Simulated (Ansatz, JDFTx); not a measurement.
This is a calculation of BN for JDFTx 1.7.0 (patched build). 

The input BN.in:

```
lattice \
    2.4982400000    -1.2491200000     0.0000000000 \
    0.0000000000     2.1635393048     0.0000000000 \
    0.0000000000     0.0000000000     6.6357000000
latt-scale 1.889726124626 1.889726124626 1.889726124626
coords-type Lattice
ion N      0.6666666667     0.3333333333     0.2500000000 1
ion N      0.3333333333     0.6666666667     0.7500000000 1
ion B      0.6666666667     0.3333333333     0.7500000000 1
ion B      0.3333333333     0.6666666667     0.2500000000 1

ion-species pseudo/N.upf
ion-species pseudo/B.upf
elec-cutoff 42 336
elec-ex-corr gga-PBE
van-der-waals D3BJ
kpoint-folding 12 12 4
elec-smearing Fermi 0.0018374661
elec-n-bands 14
electronic-SCF nIterations 100 energyDiffThreshold 1e-09
electronic-minimize nIterations 30 energyDiffThreshold 1e-7
forces-output-coords Cartesian
lattice-minimize nIterations 40 energyDiffThreshold 1e-6

dump-name run.$VAR
dump End Ecomponents EigStats BandEigs Kpoints Forces Stress
```

Potentials or basis: PseudoDojo-SR-PBE-0.5-standard.

Launch:

```bash
$ jdftx -c 1 -i BN.in -o BN.out
```

Problem. Translate it to Ansatz 0.2.0. Potentials or basis there: Ansatz PAW, cutoff 420 eV.

Solution. As run (cutoffs and basis follow the program's own potentials, and thresholds, step limits or extra output files can differ):

input.yaml

```yaml
crystal:
  lattice:
    - [2.49824, 0.0, 0.0]
    - [-1.24912, 2.1635393048, 0.0]
    - [0.0, 0.0, 6.6357]
  atoms:
    - { symbol: "N", position: [0.6666666667, 0.3333333333, 0.25] }
    - { symbol: "N", position: [0.3333333333, 0.6666666667, 0.75] }
    - { symbol: B, position: [0.6666666667, 0.3333333333, 0.75] }
    - { symbol: B, position: [0.3333333333, 0.6666666667, 0.25] }
hamiltonian:
  xc: pbe
  pseudopotentials: { kind: paw }
  dispersion: d3bj
kpoints:
  mp_grid: { grid: [12, 12, 4] }
scf:
  occupations: { method: fermi_dirac, width: 0.05 }
output:
  forces: true
  stress: true
  write_density: true
  write_potential: true
  elf: true
  volumetric_format: npy
relax:
  f_tol: 0.01
  max_steps: 40
  cell: { stress_tol: 0.05 }
```

Potentials or basis: Ansatz PAW.

The run is started by

```console
$ ansatz run input.yaml --threads 2 --pin off --max-ram 5632MiB --backend cpu --events-out ev --progress --plain --runs-dir out
```

Both were run:

|  | JDFTx | Ansatz |
| --- | --- | --- |
| Relaxed volume | 9.01 Å³/atom | 9.00 Å³/atom |
| Relaxed cell | a = 2.505 Å, b = 2.505 Å, c = 6.631 Å, α = 90.00°, β = 90.00°, γ = 120.00° | a = 2.506 Å, b = 2.506 Å, c = 6.614 Å, α = 90.00°, β = 90.00°, γ = 120.00° |
| Space group after relaxing | P6_3/mmc (No. 194) | P6_3/mmc (No. 194) |
| Pressure after relaxing | -0.1 GPa | 0.0 GPa |

Ansatz's pressure holds a Pulay term of +0.59 GPa for its cutoff of 420 eV, which the other run lacks.

Where Ansatz's input types no cutoff or centring, it takes its own default and a Γ-centred mesh.

Pressure is positive in compression.
